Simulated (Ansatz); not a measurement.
A surface is cut from this relaxed crystal of Al₂Cu:

```
CELL_PARAMETERS angstrom
-2.99655 2.99655 2.41392
2.99655 -2.99655 2.41392
2.99655 2.99655 -2.41392
ATOMIC_POSITIONS crystal
Al 0.15932 0.65932 0.81864
Al 0.65932 0.84068 0.50000
Al 0.84068 0.34068 0.18136
Al 0.34068 0.15932 0.50000
Cu 0.75000 0.75000 0.00000
Cu 0.25000 0.25000 0.00000
```

Miller indices refer to the conventional cell of I4/mcm (No. 140), a = 5.993 Å, b = 5.993 Å, c = 4.828 Å, α = 90.00°, β = 90.00°, γ = 90.00°.

Consider the (100) slab of 10 planes, 9.0 Å thick with 15 Å of vacuum as cut; outer planes Cu (top) and Cu (bottom), all atoms relaxed.

Method: DFT PBEsol, scalar-relativistic, plane waves, PAW in Ansatz 0.2.0. Settings: cutoff 420 eV, Γ-centred mesh 7×6×1 on the computed 20-atom cell, Gaussian smearing of 0.10 eV; no spin polarisation. The cell repeats along c with a dipole correction in the vacuum.

The slab isn't stoichiometric (Al3Cu2), so its surface energy depends on the chemical potentials; it is given with the excess atoms taken from the element's standard state, a limit at which the compound may itself be unstable, so the figure can be too low. The work function read from the bulk's Fermi level differs by 0.37 eV, so the slab's middle doesn't match the bulk reference (too thin, or relaxed to another structure or magnetic state).

Question: Give the surface energy with the excess atoms taken from the elements.

Answer: 1.57 J/m².

Question: Estimate the work function.

Answer: 4.47 eV.

Question: The top two planes lie 0.955 Å apart in the bulk. How does relaxation change this?

Answer: The spacing becomes 0.688 Å (-28.0 %).